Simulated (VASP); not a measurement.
# PbSe (Fm-3m) in VASP: a series of runs

The runs below take PbSe through single point, with r2SCAN.

Everything below comes from runs of VASP 6.6.1. Logs are shortened: lines on timing, memory, paths and dates and some standing lists are left out, and cuts for length are marked.

**What was measured.**

From a printed reference work, monograph, for a bulk crystal of PbSe at 300 K: band gap 0.28 eV (direct).

The results are compared with them further down.

## 1. The cell of the first run

The structure is cubic, space group Fm-3m (No. 225). The conventional cell has a = 6.121 Å, b = 6.121 Å, c = 6.121 Å, α = 90.00°, β = 90.00°, γ = 90.00°. Pb (site symmetry m-3m) has 6 Se at 3.06 Å within 4.0 Å. Within 4.0 Å of Se (site symmetry m-3m) lie 6 Pb at 3.06 Å.

## 2. Single point, r2SCAN

Input file POSCAR:

```
PbSe
1.0
    0.0000000000      3.0606500000      3.0606500000
    3.0606500000      0.0000000000      3.0606500000
    3.0606500000      3.0606500000      0.0000000000
Pb Se
1 1
Direct
    0.0000000000      0.0000000000      0.0000000000
    0.5000000000      0.5000000000      0.5000000000
```

Input file INCAR.step1:

```
SYSTEM = PbSe
ALGO = Normal
EDIFF = 1E-4
ENCUT = 520
GGA = PE
ISMEAR = 0
LASPH = .TRUE.
LCHARG = .FALSE.
LREAL = .FALSE.
LWAVE = .TRUE.
NBANDS = 17
NELM = 100
PREC = Accurate
SIGMA = 0.01
```

Input file INCAR.step2:

```
SYSTEM = PbSe
ALGO = Normal
EDIFF = 1E-6
ENCUT = 520
ISIF = 2
ISMEAR = 0
ISTART = 1
LASPH = .TRUE.
LCHARG = .TRUE.
LELF = .TRUE.
LMIXTAU = .TRUE.
LREAL = .FALSE.
LVHAR = .TRUE.
LWAVE = .FALSE.
METAGGA = R2SCAN
NBANDS = 17
NELM = 100
PREC = Accurate
SIGMA = 0.01
```

Input file KPOINTS:

```
k-points
0
G
  6 6 6
  0 0 0
```

Potentials or basis: VASP PAW PBE potentials, release 64 (Pb_d, Se).

The run is started by

```
$ cat potpaw_PBE.64/Pb_d/POTCAR potpaw_PBE.64/Se/POTCAR > POTCAR
$ cp INCAR.step1 INCAR
$ mpirun -np 1 vasp_std > vasp.out
$ cp INCAR.step2 INCAR
$ mpirun -np 1 vasp_std > vasp.out
```

OUTCAR:

```text
SYSTEM = PbSe
   EDIFF = 1E-6
   ENCUT = 520
   ISIF = 2
   ISMEAR = 0
   ISTART = 1
   LASPH = .TRUE.
   LREAL = .FALSE.
   METAGGA = R2SCAN
   NELM = 100
   PREC = Accurate

 ion  position               nearest neighbor table
   1  0.000  0.000  0.000-   2 3.06   2 3.06   2 3.06   2 3.06   2 3.06   2 3.06
   2  0.500  0.500  0.500-   1 3.06   1 3.06   1 3.06   1 3.06   1 3.06   1 3.06

  LATTYP: Found a face centered cubic cell.
 ALAT       =     6.1213000000

  Lattice vectors:

 A1 = (   0.0000000000,   3.0606500000,   3.0606500000)
 A2 = (   3.0606500000,   0.0000000000,   3.0606500000)
 A3 = (   3.0606500000,   3.0606500000,   0.0000000000)

Analysis of symmetry for initial positions (statically):
=====================================================================
 Subroutine PRICEL returns:
 Original cell was already a primitive cell.

 Routine SETGRP: Setting up the symmetry group for a
 face centered cubic supercell.

 Subroutine GETGRP returns: Found 48 space group operations
 (whereof 48 operations were pure point group operations)
 out of a pool of 48 trial point group operations.

The static configuration has the point symmetry O_h .

Analysis of symmetry for dynamics (positions and initial velocities):
=====================================================================
 Subroutine PRICEL returns:
 Original cell was already a primitive cell.

 Routine SETGRP: Setting up the symmetry group for a
 face centered cubic supercell.

 Subroutine GETGRP returns: Found 48 space group operations
 (whereof 48 operations were pure point group operations)
 out of a pool of 48 trial point group operations.

The dynamic configuration has the point symmetry O_h .

 Subroutine INISYM returns: Found 48 space group operations
 (whereof 48 operations are pure point group operations),
 and found     1 'primitive' translations

----------------------------------------------------------------------------------------

                                     Primitive cell

  volume of cell :      57.3418

  direct lattice vectors                    reciprocal lattice vectors
     0.000000000  3.060650000  3.060650000    -0.163363991  0.163363991  0.163363991
     3.060650000  0.000000000  3.060650000     0.163363991 -0.163363991  0.163363991
     3.060650000  3.060650000  0.000000000     0.163363991  0.163363991 -0.163363991

  length of vectors
     4.328412740  4.328412740  4.328412740     0.282954733  0.282954733  0.282954733

  position of ions in fractional coordinates (direct lattice)
     0.000000000  0.000000000  0.000000000
     0.500000000  0.500000000  0.500000000

  ion indices of the primitive-cell ions
   primitive index   ion index
                 1           1
                 2           2

----------------------------------------------------------------------------------------

 KPOINTS: k-points

Automatic generation of k-mesh.
 Grid dimensions read from file:
 generate k-points for:    6    6    6

 Generating k-lattice:

  Cartesian coordinates                     Fractional coordinates (reciprocal lattice)
    -0.027227332  0.027227332  0.027227332     0.166666667  0.000000000  0.000000000
     0.027227332 -0.027227332  0.027227332     0.000000000  0.166666667  0.000000000
     0.027227332  0.027227332 -0.027227332     0.000000000  0.000000000  0.166666667

  Length of vectors
     0.047159122  0.047159122  0.047159122

  Shift w.r.t. Gamma in fractional coordinates (k-lattice)
     0.000000000  0.000000000  0.000000000

 Subroutine IBZKPT returns following result:
 ===========================================

 Found     16 irreducible k-points:

 Following reciprocal coordinates:
            Coordinates               Weight
  0.000000  0.000000  0.000000      1.000000
  0.166667  0.000000  0.000000      8.000000
  0.333333  0.000000  0.000000      8.000000
  0.500000  0.000000  0.000000      4.000000
  0.166667  0.166667  0.000000      6.000000
  0.333333  0.166667  0.000000     24.000000
[... 8 lines left out ...]
 -0.333333  0.333333  0.166667     24.000000
 -0.333333  0.500000  0.166667     12.000000
   k-points           NKPTS =     16   k-points in BZ     NKDIM =     16   number of bands    NBANDS=     17
   number of dos      NEDOS =    301   number of ions     NIONS =      2
   total plane-waves  NPLWV =  32768
   dimension x,y,z NGX =    32 NGY =   32 NGZ =   32
   dimension x,y,z NGXF=    64 NGYF=   64 NGZF=   64
   ions per type =               1   1
   NGX,Y,Z   is equivalent  to a cutoff of  12.29, 12.29, 12.29 a.u.
   NGXF,Y,Z  is equivalent  to a cutoff of  24.58, 24.58, 24.58 a.u.
 SYSTEM =  PbSe
   PREC   = accura    normal or accurate (medium, high low for compatibility)
   ISTART =      1    job   : 0-new  1-cont  2-samecut
   ICHARG =      0    charge: 1-file 2-atom 10-const
   ISPIN  =      1    spin polarized calculation?
   LNONCOLLINEAR =      F non collinear calculations
   LSORBIT =      F    spin-orbit coupling
   LASPH  =      T    aspherical Exc in radial PAW
   ENCUT  =  520.0 eV  38.22 Ry    6.18 a.u.   8.05  8.05  8.05*2*pi/ulx,y,z
   NELM   =    100;   NELMIN=  2; NELMDL=  0     # of ELM steps
   EDIFF  = 0.1E-05   stopping-criterion for ELM
   LREAL  =      F    real-space projection
   EDIFFG = 0.1E-04   stopping-criterion for IOM
   NSW    =      0    number of steps for IOM
   IBRION =     -1    ionic relax: 0-MD 1-quasi-New 2-CG
   NFREE  =      0    steps in history (QN), initial steepest desc. (CG)
   ISIF   =      2    stress and relaxation
   ISYM   =      2    0-nonsym 1-usesym 2-fastsym
   POTIM  = 0.5000    time-step for ionic-motion
   TEBEG  =    0.0;   TEEND  =   0.0 temperature during run
   PSTRESS=    0.0 pullay stress
   NELECT =      20.0000    total number of electrons
   NUPDOWN=      -1.0000    fix difference up-down
   EMIN   =  10.00;   EMAX   =-10.00  energy-range for DOS
   EFERMI =   0.00;   METHOD = LEGACY
   ISMEAR =     0;   SIGMA  =   0.01  broadening in eV -4-tet -1-fermi 0-gaus
   EFERMI_NEDOS =   21; number of points for ismear=-14 and -15
   IALGO  =     38    algorithm
   IMIX   =      4    mixing-type and parameters
     AMIX     =   0.40;   BMIX     =  1.00
     AMIX_MAG =   1.60;   BMIX_MAG =  1.00
  volume/ion in A,a.u.               =      28.67       193.48
  Fermi-wavevector in a.u.,A,eV,Ry     =   1.152377  2.177676 18.068159  1.327972
  Thomas-Fermi vector in A             =   2.289028
   LORBIT       =      0    0 simple, 1 ext, 2 COOP (PROOUT), +10 PAW based schemes
   METAGGA = R2SCAN    functional components
   LHFCALC =     F    Hartree Fock is set to
   AEXX    =    0.0000 exact exchange contribution
   IVDW    =     0    specifies the selected vdW correction
   LEPSILON=     F    determine dielectric tensor
   LRPA    =     F    only Hartree local field effects (RPA)
 non-spin polarized calculation
 Gauss-broadening in eV      SIGMA  =   0.01
  energy-cutoff  :      520.00
  volume of cell :       57.34
 maximum number of plane-waves:      1572
   NGX = 17   NGY = 17   NGZ = 17

 number of electron      20.0000000 magnetization

 Free energy of the ion-electron system (eV)
  ---------------------------------------------------
  ext. energy  EPLUGINS =         0.00000000
  ---------------------------------------------------
  free energy    TOTEN  =       -71.93351246 eV

  energy without entropy =      -71.93351246  energy(sigma->0) =      -71.93351246

 E-fermi :   5.0009     XC(G=0): -10.0688

 val. band max:        4.9206316570   @ k =   0.5000   0.0000   0.0000
 cond. band min:       5.5004796639   @ k =   0.5000   0.0000   0.0000
 fundamental gap:      0.5798480069
 Fermi energy:         5.0009129285

 k-point     1 :       0.0000    0.0000    0.0000
  band No.  band energies     occupation
      1     -12.5488      2.00000
      2     -12.5488      2.00000
      3     -12.5487      2.00000
      4     -12.5458      2.00000
      5     -12.5458      2.00000
      6      -9.2351      2.00000
[... 9 lines left out ...]
     16      11.8741      0.00000
     17      13.5499      0.00000

 k-point     2 :       0.1667    0.0000    0.0000
  band No.  band energies     occupation
      1     -12.5531      2.00000
      2     -12.5531      2.00000
      3     -12.5479      2.00000
      4     -12.5400      2.00000
      5     -12.5400      2.00000
      6      -9.0205      2.00000
[... 9 lines left out ...]
     16      12.4708      0.00000
     17      15.3668      0.00000

 k-point     3 :       0.3333    0.0000    0.0000
  band No.  band energies     occupation
      1     -12.5663      2.00000
      2     -12.5663      2.00000
      3     -12.5464      2.00000
      4     -12.5237      2.00000
      5     -12.5237      2.00000
      6      -8.4892      2.00000
[... 9 lines left out ...]
     16      13.9734      0.00000
     17      17.3392      0.00000

 k-point     4 :       0.5000    0.0000    0.0000
  band No.  band energies     occupation
      1     -12.5729      2.00000
      2     -12.5729      2.00000
      3     -12.5459      2.00000
      4     -12.5155      2.00000
      5     -12.5155      2.00000
      6      -8.1340      2.00000
[... 9 lines left out ...]
     16      15.6004      0.00000
     17      15.6004      0.00000
[... 183 lines left out ...]
      1     -12.6183      2.00000
      2     -12.5501      2.00000
      3     -12.5490      2.00000
      4     -12.5209      2.00000
      5     -12.5163      2.00000
      6      -8.0735      2.00000
[... 9 lines left out ...]
     16      15.7168      0.00000
     17      16.1400      0.00000

 k-point    15 :      -0.3333    0.3333    0.1667
  band No.  band energies     occupation
      1     -12.6285      2.00000
      2     -12.5541      2.00000
      3     -12.5360      2.00000
      4     -12.5326      2.00000
      5     -12.5098      2.00000
      6      -7.8201      2.00000
[... 9 lines left out ...]
     16      16.8594      0.00000
     17      17.0480      0.00000

 k-point    16 :      -0.3333    0.5000    0.1667
  band No.  band energies     occupation
      1     -12.6593      2.00000
      2     -12.5518      2.00000
      3     -12.5411      2.00000
      4     -12.5206      2.00000
      5     -12.5042      2.00000
      6      -7.7148      2.00000
[... 9 lines left out ...]
     16      17.2417      0.00000
     17      18.1151      0.00000

------------------------ aborting loop because EDIFF is reached ----------------------------------------

  FORCE on cell =-STRESS in cart. coord.  units (eV):
  Direction    XX          YY          ZZ          XY          YZ          ZX
  --------------------------------------------------------------------------------------
  -------------------------------------------------------------------------------------
  Total        0.5377539      0.5377539      0.5377539      0.0000000      0.0000000     -0.0000000
  in kB       15.0252987     15.0252987     15.0252987      0.0000000      0.0000000     -0.0000000
  external PRESSURE =      15.0252987 kB  Pullay stress =       0.0000000 kB

 VOLUME and BASIS-vectors are now :
 -----------------------------------------------------------------------------
  energy-cutoff  :      520.00
  volume of cell :       57.34
      direct lattice vectors                 reciprocal lattice vectors
     0.000000000  3.060650000  3.060650000    -0.163363991  0.163363991  0.163363991
     3.060650000  0.000000000  3.060650000     0.163363991 -0.163363991  0.163363991
     3.060650000  3.060650000  0.000000000     0.163363991  0.163363991 -0.163363991

 POSITION                                       TOTAL-FORCE (eV/Angst)
 -----------------------------------------------------------------------------------
      0.00000      0.00000      0.00000         0.000000      0.000000      0.000000
      3.06065      3.06065      3.06065        -0.000000     -0.000000     -0.000000
 -----------------------------------------------------------------------------------
    total drift:                                0.000000     -0.000000     -0.000000

  FREE ENERGIE OF THE ION-ELECTRON SYSTEM (eV)
  ---------------------------------------------------
  free  energy   TOTEN  =       -71.9335124637 eV

  energy  without entropy=      -71.9335124637  energy(sigma->0) =      -71.93351246
```

Run time: 84 s. Hardware: 1 thread of Intel Xeon 8259CL, shared host; peak memory 0.19 GiB.

What came out:

| Property | Result |
| --- | --- |
| Free energy | -71.9335 eV |
| Pressure | 1.5 GPa |
| Band gap on the k mesh | 0.58 eV |

Caveat: the PAW data sets were made with another functional, which shifts forces and pressure a little; spin-orbit coupling is left out, which moves the levels of the heavy elements.

## 3. Single point, r2SCAN

This run uses another cell than the first one, of 29.44 Å³/atom.

Input file POSCAR:

```
PbSe
1.0
    0.0000000000      3.0876174688      3.0876174688
    3.0876174688      0.0000000000      3.0876174688
    3.0876174688      3.0876174688      0.0000000000
Pb Se
1 1
Direct
    0.0000000000      0.0000000000      0.0000000000
    0.5000000000      0.5000000000      0.5000000000
```

Input file INCAR.step1:

```
SYSTEM = PbSe
ALGO     = Normal         ! electronic algorithm
EDIFF    = 1E-4           ! SCF threshold, eV
ENCUT    = 520            ! plane-wave cutoff, eV
GGA      = PE             ! functional
ISMEAR   = 0              ! smearing method
LASPH    = .TRUE.         ! aspherical terms in the spheres
LCHARG   = .FALSE.        ! write CHGCAR
LREAL    = .FALSE.        ! projectors in reciprocal space
LWAVE    = .TRUE.         ! write WAVECAR
NBANDS   = 17             ! bands
NELM     = 60             ! most SCF steps
PREC     = Accurate       ! precision mode
SIGMA    = 0.01           ! smearing width, eV
```

Input file INCAR.step2:

```
SYSTEM = PbSe
ALGO     = Normal         ! electronic algorithm
EDIFF    = 1E-6           ! SCF threshold, eV
ENCUT    = 520            ! plane-wave cutoff, eV
ISIF     = 2              ! what is computed and relaxed
ISMEAR   = 0              ! smearing method
ISTART   = 1            
LASPH    = .TRUE.         ! aspherical terms in the spheres
LCHARG   = .FALSE.        ! write CHGCAR
LMIXTAU  = .TRUE.       
LREAL    = .FALSE.        ! projectors in reciprocal space
LWAVE    = .FALSE.        ! write WAVECAR
METAGGA  = R2SCAN         ! meta-GGA
NBANDS   = 17             ! bands
NELM     = 60             ! most SCF steps
PREC     = Accurate       ! precision mode
SIGMA    = 0.01           ! smearing width, eV
```

KPOINTS is that of step 2.

Potentials or basis: VASP PAW PBE potentials, release 64 (Pb_d, Se).

The run is started by

```
$ cat potpaw_PBE.64/Pb_d/POTCAR potpaw_PBE.64/Se/POTCAR > POTCAR
$ cp INCAR.step1 INCAR
$ mpirun -np 1 vasp_std > vasp.out
$ cp INCAR.step2 INCAR
$ mpirun -np 1 vasp_std > vasp.out
```

It took 75 s on 1 thread of Intel Xeon 8259CL, shared host; peak memory 0.19 GiB.

It converged, with:

| Quantity | Value |
| --- | --- |
| Free energy | -71.9411 eV |
| Pressure | 0.1 GPa |
| Band gap on the k mesh | 0.67 eV |

Levels at points of the mesh, in eV from the valence-band top:
| k point | band 8 | band 9 | band 10 | band 11 | band 12 | band 13 |
| --- | --- | --- | --- | --- | --- | --- |
| (0.00, 0.00, 0.00) | -1.88 | -1.88 | -1.88 | 5.00 | 5.00 | 5.00 |
| (0.50, 0.00, 0.00) | -1.48 | -1.48 | 0.00 | 0.67 | 2.00 | 2.00 |
| (0.50, 0.50, 0.00) | -4.91 | -3.20 | -3.20 | 4.15 | 5.91 | 5.91 |

Caveat: the PAW data sets were made with another functional, which shifts forces and pressure a little; spin-orbit coupling is left out, which moves the levels of the heavy elements.

## 4. Against experiment

Step 3. Against the measured gap of PbSe, 0.28 eV (direct; 300 K; a printed reference work, monograph), the calculated 0.67 eV is off by +0.39 eV. 2 values of this kind are on record (0.15 to 0.28 eV); this one was drawn at random. Spin-orbit coupling on Pb, Se is left out. The value is that of r2SCAN on a finite k mesh, which can miss the band edges, without temperature or zero-point motion.
